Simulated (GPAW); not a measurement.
A run of GPAW 26.7.0 is set up as follows.

File run.py:

```python
import numpy as np
from ase import Atoms
from ase.dft.bandgap import bandgap
from ase.io import write
from ase.units import GPa
from gpaw import GPAW, PW
from gpaw.hyperfine import hyperfine_parameters

atoms = Atoms(['Ni', 'O'],
              cell=[[0.0, 2.0859016414, 2.0859016414],
                    [2.0859016414, 0.0, 2.0859016414],
                    [2.0859016414, 2.0859016414, 0.0]],
              scaled_positions=[[0.0, 0.0, 0.0],
                                [0.5, 0.5, 0.5]],
              pbc=True)
atoms.set_initial_magnetic_moments([1.0, 0.0])

calc = GPAW(mode=PW(800),
            xc='PBE',
            kpts={'size': (11, 11, 11), 'gamma': True},
            occupations={'name': 'fermi-dirac', 'width': 0.05},
            nbands=22,
            convergence={'density': 1e-05, 'energy': 1e-05},
            maxiter=150,
            txt='gpaw.txt')
atoms.calc = calc
energy = atoms.get_potential_energy()
forces = atoms.get_forces()
stress = atoms.get_stress()
calc.write('gs.gpw')
write('result.traj', atoms)
print(f'Energy: {energy:.6f} eV')
print('Forces (eV/A):')
print(forces.round(4))
print('Stress (GPa):', (stress / GPa).round(3))
print('Moments:', calc.get_magnetic_moments().round(3))
print('Fermi level:', round(calc.get_fermi_level(), 4), 'eV')
print(f'Gap: {bandgap(calc)[0]:.4f} eV, direct: {bandgap(calc, direct=True)[0]:.4f} eV')

mu_N = 3.15245125e-8  # eV/T
for core in (True, False):
    A = hyperfine_parameters(calc, exclude_core=not core)
    for a, A_vv in zip(atoms, A):
        iso = np.trace(A_vv) / 3
        dip = np.linalg.eigvalsh(A_vv - iso * np.eye(3))
        print('with core' if core else 'valence', a.symbol, f'contact field {iso / (2 * mu_N):.3f} T, dipolar',
              *(dip / (2 * mu_N)).round(3), 'T')
```

Potentials or basis: GPAW PAW data sets (gpaw-data 1.2.1), pw.

Launch:

```sh
$ OMP_NUM_THREADS=1 python run.py
```

Task: Predict the pressure.

Result: 9.5 GPa.

Task: Estimate the net moment.

Result: 1.70 μB per cell.

Task: Estimate the band gap on the k mesh.

Result: None (metal or under the smearing width).

Caveat: the dipolar part lacks the spin inside other atoms' spheres; the stock nickel data set gives pressures a few GPa off other programs; a cell with one magnetic atom can't hold antiferromagnetic order, which such compounds often take; semilocal functionals often make such compounds metallic where correlation or magnetic order opens a gap, which also shifts bond lengths.

The gap isn't set beside the measured one, since this odd mesh misses points on the zone boundary.
